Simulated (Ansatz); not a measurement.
**InN: how the settings move a single-point run**

How sensitive is a single-point run of InN to its settings? A reference run comes first, then one run with altered input.

Computed with Ansatz 0.2.0 (reference: DFT, PBEsol, all-electron LAPW, scalar-relativistic, unless a step's input says otherwise).

## 1. Starting point

It takes space group P6_3mc (No. 186, hexagonal). The conventional cell has a = 3.533 Å, b = 3.533 Å, c = 5.693 Å, α = 90.00°, β = 90.00°, γ = 120.00°. In (site symmetry 3m) is surrounded by 4 N at 2.13 to 2.16 Å. N (site symmetry 3m) has 4 In at 2.13 to 2.16 Å as nearest neighbours.

As a file:

```
In N
1.0
     3.53300    0.00000    0.00000
    -1.76650    3.05967    0.00000
     0.00000    0.00000    5.69300
In N
2 2
Direct
  0.33333 0.66667 0.00000
  0.66667 0.33333 0.50000
  0.33333 0.66667 0.37500
  0.66667 0.33333 0.87500
```

## 2. Baseline

input.yaml

```yaml
crystal:
  lattice:
    - [3.533, 0.0, 0.0]
    - [-1.7665, 3.0596677516, 0.0]
    - [0.0, 0.0, 5.693]
  atoms:
    - { symbol: In, position: [0.3333333333, 0.6666666667, 0.0] }
    - { symbol: In, position: [0.6666666667, 0.3333333333, 0.5] }
    - { symbol: "N", position: [0.3333333333, 0.6666666667, 0.375] }
    - { symbol: "N", position: [0.6666666667, 0.3333333333, 0.875] }
kpoints:
  mp_grid: { grid: [8, 8, 4] }
  band_path:
    path:
      - [0.0, 0.0, 0.0]
      - [0.5, 0.0, 0.0]
      - [0.3333333333, 0.3333333333, 0.0]
      - [0.0, 0.0, 0.0]
      - [0.0, 0.0, 0.5]
      - [0.5, 0.0, 0.5]
      - [0.3333333333, 0.3333333333, 0.5]
      - [0.0, 0.0, 0.5]
      - [0.5, 0.0, 0.5]
    npoints: 14
scf:
  occupations: { method: fermi_dirac, width: 0.03 }
hamiltonian:
  xc: pbesol
  pseudopotentials: { kind: all_electron, lapw: { basis_error: 0.001 } }
output:
  forces: true
  stress: true
  eigenvalues: true
  populations: true
  dos: { projected: true, de: 0.2, e_range: [-14, 8] }
```

Started as:

```sh
> ansatz run input.yaml --threads 1 --pin off --max-ram 4096MiB --backend cpu --events-out ev --progress --plain --runs-dir out
```

## 3. Again, with mp_grid.shift [0.5, 0.5, 0.5]

Changes to input.yaml since step 2:

```diff
@@ -11,3 +11,3 @@
 kpoints:
-  mp_grid: { grid: [8, 8, 4] }
+  mp_grid: { grid: [8, 8, 4], shift: [0.5, 0.5, 0.5] }
   band_path:
@@ -34,2 +34 @@
   populations: true
-  dos: { projected: true, de: 0.2, e_range: [-14, 8] }
```

**Question.** What will these runs give? Wanted: for each run, ending; energy change; pressure; gap; force.

The runs gave:

| run | ending | energy change | pressure (GPa) | gap (eV) | force (eV/Å) | cycles | time |
| --- | --- | --- | --- | --- | --- | --- | --- |
| reference | converged | 0 | 0.9 | 0.00 | 0.24 | 10 | 98 s (other work) |
| 1: mp_grid.shift [0.5, 0.5, 0.5] | converged | -0.6 meV/atom | 0.8 | 0.92 | 0.24 | 10 | 2.2 min |

Times don't compare one to one where runs were asked for different outputs or read a saved state (see the inputs); cycles count all SCF loops of a run, searches for a lower state included, where those made up much of it.

Residual by cycle in the longest SCF loop of each run; runs are numbered as in the table. The quantity is the density residual dr2, in eV.

```
cycle  reference    run 1
    1       11.8     11.8
    2      0.172    0.173
    3      0.414    0.416
    4    0.00417   0.0042
    5    0.00194  0.00199
    6     1.6e-4   1.7e-4
    7     2.1e-5   2.1e-5
    8     6.5e-7   6.9e-7
    9     6.9e-8   5.4e-8
   10     5.2e-9   5.8e-9
```

**Reading.** Changing the k-point mesh moves the energy by -0.6 meV/atom, and a gap of 0.92 eV opens on the mesh. Sampling errors have no fixed sign. A gap read on a mesh depends on which points the mesh holds, so that change can be sampling alone.
